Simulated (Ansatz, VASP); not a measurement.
# One calculation of Hf, two programs

File INCAR:

```
PREC = Accurate ; ENCUT = 520
EDIFF = 1E-7 ; ISMEAR = -1
SIGMA = 0.1 ; LREAL = F
LASPH = T ; NELM = 100
ALGO = Normal ; ISIF = 2
LWAVE = F ; LCHARG = F
NBANDS = 11
```

The input KPOINTS:

```
regular mesh
0
Gamma
  14 14 14
```

The input POSCAR:

```
Hf
1.0
    0.0000000000      2.1508301880      2.1508301880
    2.1508301880      0.0000000000      2.1508301880
    2.1508301880      2.1508301880      0.0000000000
Hf
1
Direct
    0.0000000000      0.0000000000      0.0000000000
```

Input for Ansatz:

```yaml
crystal:
  lattice:
    - [0.0, 2.150830188, 2.150830188]
    - [2.150830188, 0.0, 2.150830188]
    - [2.150830188, 2.150830188, 0.0]
  atoms:
    - { symbol: Hf, position: [0.0, 0.0, 0.0] }
hamiltonian:
  xc: lda
  pseudopotentials:
    kind: paw
    azcp:
      Hf: "pseudopotentials/Hf.paw.azcp"
basis:
  ecutwfc: 420
  fft_grid_basis: typed
kpoints:
  mp_grid: { grid: [14, 14, 14], shift: [0, 0, 0] }
magnetization:
  spin_polarized: false
scf:
  occupations: { method: fermi_dirac, width: 0.1 }
  lower_state_search: "off"
output:
  stress: true
```

Alike in both runs: task single point; functional LDA; k mesh 14 × 14 × 14; occupations fermi-dirac, width 0.1 eV; no spin polarisation.

|  | VASP | Ansatz |
| --- | --- | --- |
| version | VASP 6.6.1 | Ansatz 0.2.0 |
| potentials or method | VASP PAW LDA potentials, release 64 (Hf_pv) | plane waves (420 eV) with PAW, scalar-relativistic |
| plane-wave cutoff (eV) | 520 | 420 |
| valence electrons in the cell | 10 | 26 |

Ansatz gave:

```
pressure (GPa) : 5.3
```

Problem. Estimate VASP's values.

Solution. Pressure (GPa): 5.4.

The two sets of potentials don't hold the same shells in valence. Ansatz warned: «pseudo_functional_mismatch».

The runs have no spin-orbit coupling, so splittings on Hf are missing.
